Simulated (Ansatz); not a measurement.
## ZnF$_{2}$: vacancy hop by nudged elastic band (Ansatz)

The command:

```bash
ansatz run input.yaml --threads 4 --pin off --max-ram 8192MiB --backend cpu --events-out ev --progress --plain --runs-dir out
```

Input:

```yaml
crystal:
  lattice:
    - [4.656803, 0.0, 0.0]
    - [0.0, 4.656803, 0.0]
    - [0.0, 0.0, 6.204584]
  atoms:
    - { symbol: Zn, position: [-0.00425944, 0.00065223, 0.0016698] }
    - { symbol: Zn, position: [0.49443546, 0.50579379, 0.24289582] }
    - { symbol: F, position: [0.30572717, 0.30531335, 0.00493504] }
    - { symbol: F, position: [0.70058234, 0.69690235, 0.00542048] }
    - { symbol: F, position: [0.80681933, 0.19570757, 0.24545984] }
    - { symbol: Zn, position: [-0.00057434, -0.0064586, 0.50317813] }
    - { symbol: Zn, position: [0.49708295, 0.4995221, 0.74536815] }
    - { symbol: F, position: [0.29504046, 0.30439376, 0.50008165] }
    - { symbol: F, position: [0.20322976, 0.79719119, 0.75260704] }
    - { symbol: F, position: [0.69600403, 0.69323071, 0.49911624] }
    - { symbol: F, position: [0.80070145, 0.19585504, 0.75445704] }
kpoints:
  mp_grid: { grid: [3, 3, 2] }
magnetization:
  spin_polarized: false
scf:
  occupations: { method: fermi_dirac, width: 0.1 }
hamiltonian:
  pseudopotentials: { kind: paw }
  xc: pbe
basis:
  ecutwfc: 420
neb:
  images: 3
  relax_end_points: true
  climbing: true
  f_tol: 0.05
  max_iterations: 40
  order_check: false
  final_atoms:
    - { symbol: Zn, position: [-0.00425944, 0.00065223, 0.0016698] }
    - { symbol: Zn, position: [0.49443546, 0.50579379, 0.24289582] }
    - { symbol: F, position: [0.30572717, 0.30531335, 0.00493504] }
    - { symbol: F, position: [1.19128885, 0.79042478, 0.25431525] }
    - { symbol: F, position: [0.80681933, 0.19570757, 0.24545984] }
    - { symbol: Zn, position: [-0.00057434, -0.0064586, 0.50317813] }
    - { symbol: Zn, position: [0.49708295, 0.4995221, 0.74536815] }
    - { symbol: F, position: [0.29504046, 0.30439376, 0.50008165] }
    - { symbol: F, position: [0.20322976, 0.79719119, 0.75260704] }
    - { symbol: F, position: [0.69600403, 0.69323071, 0.49911624] }
    - { symbol: F, position: [0.80070145, 0.19585504, 0.75445704] }
```

Origin of the cell: a database entry, scaled a little.

The cell is 1×1×2 cells of ZnF2 with one F taken out; atom 4 (F) hops into the empty site, 2.79 Å away before the end points are relaxed. All atoms were shaken by about 0.02 Å first.

Output (shortened):

```
Warning: neb: disabling space-group detection — the band's intermediate images generally break the endpoint symmetry, so no spatial operation reduces the k-mesh or symmetrises the density, ex […]
Pseudopotentials: kind: paw
Pseudopotential: Zn, paw, valence charge 12, recommended cutoff 420 eV (normal), Zn.paw.azcp
Pseudopotential: F, paw, valence charge 7, recommended cutoff 420 eV (normal), F.paw.azcp
Functional definition: PBE
  exchange = pbe_x(kappa = kappa, mu = beta*pi^2/3)
  correlation = pbe_c(beta = beta)
parallel-image band execution: 3 concurrent image workers
NEB image 0
Crystal: 11 atoms, lattice volume = 134.551 Å³
Basis set: ecut = 420 eV, 2605 PW (Γ), exchange–correlation on 64×64×90 points (8 copies of the dense FFT grid, shifted against one another)
Bands: 60, of which v1, the nominal top of the filled ones, is band 49 counted from 1 (48 counted from 0)
[… 6 lines left out …]
Initial density: superposition of atomic densities (neutral atoms: chi_scale 0, normalization atom), corrected by the library's trained network
Functional: x = pbe(κ = 0.804, μ = 0.219515), c = pbe(β = 0.066725)
SCF iter   1: F=—  HF=-18937.388322 eV  Δρ=2.08e-3  dr2=4.06e-3  defer=16
SCF iter   2: F=—  HF=-18937.389936 eV  Δρ=1.22e-3  dr2=1.63e-3  defer=18
SCF iter   3: F=—  HF=-18937.389798 eV  Δρ=9.21e-4  dr2=8.26e-4  defer=18
[… 3 lines left out …]
SCF iter   7: F=—  HF=-18937.389494 eV  Δρ=2.00e-5  dr2=7.63e-7  defer=18
SCF iter   8: F=—  HF=-18937.389494 eV  Δρ=8.76e-6  dr2=1.67e-7  defer=18
SCF iter   9: F=-18937.389494 eV  HF=-18937.389494 eV  Δρ=4.97e-6  dr2=3.04e-8
NEB iter   1: max|band force component| = 4.294e1 eV/Å  barrier→ = 10.0921 eV  barrier← = 10.0921 eV  Δτ_max = 0.1765 Å  (50 SCF iters)
NEB iter   2: max|band force component| = 1.234e1 eV/Å  barrier→ = 2.9943 eV  barrier← = 2.9943 eV  Δτ_max = 0.0830 Å  (30 SCF iters)
NEB iter   3: max|band force component| = 7.308e0 eV/Å  barrier→ = 1.8700 eV  barrier← = 1.8700 eV  Δτ_max = 0.1230 Å  (28 SCF iters)
NEB iter   4: max|band force component| = 2.839e0 eV/Å  barrier→ = 1.0607 eV  barrier← = 1.0606 eV  Δτ_max = 0.0979 Å  (30 SCF iters)
NEB iter   5: max|band force component| = 1.210e0 eV/Å  barrier→ = 0.8549 eV  barrier← = 0.8548 eV  Δτ_max = 0.0546 Å  (28 SCF iters)
NEB iter   6: max|band force component| = 5.566e-1 eV/Å  barrier→ = 0.7934 eV  barrier← = 0.7934 eV  Δτ_max = 0.0405 Å  (27 SCF iters)
NEB iter   7: max|band force component| = 2.693e-1 eV/Å  barrier→ = 0.7670 eV  barrier← = 0.7669 eV  CI = image 2  Δτ_max = 0.0861 Å  (25 SCF iters)
NEB iter   8: max|band force component| = 1.564e-1 eV/Å  barrier→ = 0.7533 eV  barrier← = 0.7533 eV  CI = image 2  Δτ_max = 0.0354 Å  (27 SCF iters)
NEB iter   9: max|band force component| = 9.070e-2 eV/Å  barrier→ = 0.7475 eV  barrier← = 0.7475 eV  CI = image 2  Δτ_max = 0.0432 Å  (25 SCF iters)
NEB iter  10: max|band force component| = 3.952e-2 eV/Å  barrier→ = 0.7460 eV  barrier← = 0.7460 eV  CI = image 2  Δτ_max = 0.0000 Å  (23 SCF iters)
--- NEB band (5 images, 10 band iterations, 293 SCF iterations, 205 more in tests of the images' electronic states and relaxations of end points) ---
  forward barrier  = 0.746009 eV
  backward barrier = 0.745981 eV
  lagrangian_above_aufbau_ev (what the smearing adds, to first order; not taken off the barriers): saddle image -0.033269 eV, end points -0.052130 and -0.052120 eV
  climbing image's point = of an order that was not read
  energies are F+E_penalty+E_count in eV, relative to image 0
  image     s (Å)  Δ vs image 0  max|band force component| (eV/Å)
      0    0.0000      0.000000                                 —
      1    0.7854      0.399091                          2.435e-2
  *   2    1.5708      0.746009                          3.952e-2
      3    2.4261      0.264647                          2.513e-2
      4    3.2814      0.000029                                 —
```

The converged band:

```json
{"image": "0", "path over all atoms (Å)": "0.00", "ΔF (eV)": "0.000", "F x": "3.30", "y": "3.18", "z (Å)": "0.05"}
{"image": "1", "path over all atoms (Å)": "0.79", "ΔF (eV)": "0.399", "F x": "3.85", "y": "3.03", "z (Å)": "0.38"}
{"image": "2", "path over all atoms (Å)": "1.57", "ΔF (eV)": "0.746", "F x": "4.40", "y": "3.09", "z (Å)": "0.87"}
{"image": "3", "path over all atoms (Å)": "2.43", "ΔF (eV)": "0.265", "F x": "5.04", "y": "3.33", "z (Å)": "1.32"}
{"image": "4", "path over all atoms (Å)": "3.28", "ΔF (eV)": "0.000", "F x": "5.52", "y": "3.70", "z (Å)": "1.50"}
```

Relaxed start, forces in eV/Å:

```xyz
11
Lattice="4.657 0.000 0.000 0.000 4.657 0.000 0.000 0.000 6.205" Properties=species:S:1:pos:R:3:forces:R:3 pbc="T T T" image=0
Zn    0.049   -0.049    0.072    0.001   -0.001   -0.001
Zn    2.000    2.691    1.554   -0.002    0.001    0.000
F     1.386    1.440    0.057   -0.001   -0.001   -0.001
F     3.296    3.185    0.054    0.001    0.001   -0.001
F     3.714    0.844    1.554    0.002   -0.002    0.000
Zn    0.050   -0.049    3.036    0.001   -0.001    0.001
Zn    2.392    2.256    4.656    0.000    0.000    0.000
F     1.386    1.440    3.051   -0.001    0.000    0.001
F     1.002    3.738    4.656   -0.001    0.001    0.000
F     3.296    3.185    3.054    0.001    0.001    0.001
F     3.759    0.823    4.656    0.000    0.000    0.000
```

Highest image (2), forces in eV/Å:

```xyz
11
Lattice="4.657 0.000 0.000 0.000 4.657 0.000 0.000 0.000 6.205" Properties=species:S:1:pos:R:3:forces:R:3 pbc="T T T" image=2
Zn    0.000    0.128    0.021   -0.006    0.010   -0.006
Zn    2.444    2.581    1.450   -0.018    0.007    0.001
F     1.593    1.279    0.014    0.015   -0.003    0.010
F     4.401    3.085    0.869    0.014   -0.003   -0.003
F     3.605    0.800    1.604   -0.009    0.014    0.013
Zn   -0.018    0.021    3.079    0.004   -0.039   -0.003
Zn    2.191    2.261    4.614   -0.026   -0.009   -0.028
F     1.361    1.448    2.964    0.002    0.001   -0.008
F     0.915    3.782    4.617   -0.003    0.006   -0.001
F     3.198    3.307    3.253    0.006    0.015    0.016
F     3.782    1.028    4.688    0.022    0.001    0.009
```

Relaxed end, forces in eV/Å:

```xyz
11
Lattice="4.657 0.000 0.000 0.000 4.657 0.000 0.000 0.000 6.205" Properties=species:S:1:pos:R:3:forces:R:3 pbc="T T T" image=4
Zn   -0.379   -0.330    0.002    0.003   -0.002    0.003
Zn    2.365    2.372    1.485    0.000   -0.001   -0.004
F     1.483    1.371    0.002    0.006    0.005   -0.003
F     5.525    3.701    1.499   -0.003    0.002    0.001
F     3.798    0.971    1.503   -0.001   -0.001    0.003
Zn    0.061    0.057    3.105    0.002    0.003   -0.002
Zn    2.366    2.374    4.725   -0.002   -0.005    0.006
F     1.502    1.418    3.105   -0.006   -0.006    0.001
F     0.868    3.701    4.710   -0.002    0.001   -0.001
F     3.226    3.333    3.104    0.004    0.004    0.000
F     3.798    0.971    4.706   -0.002    0.000   -0.002
```

Barrier of this path: 0.75 eV forwards, 0.75 eV backwards, after 10 band iterations.

Caveats: no moments, though an odd count or open d shells may carry them; the k mesh is coarse if the cell is a metal; a small cell with a neutral vacancy and no spin, whose shape can make like sites unlike; the cell is held at a rescaled volume, and strain moves barriers; the hop was drawn among near neighbours and need not be the easiest path; few images and a loose tolerance, and neither the top nor the ends were tested for their order.

Time: 2.6 min on 4 threads of Arm Neoverse V1, with other jobs on the host, peak memory 0.75 GiB, from the program's own first density.
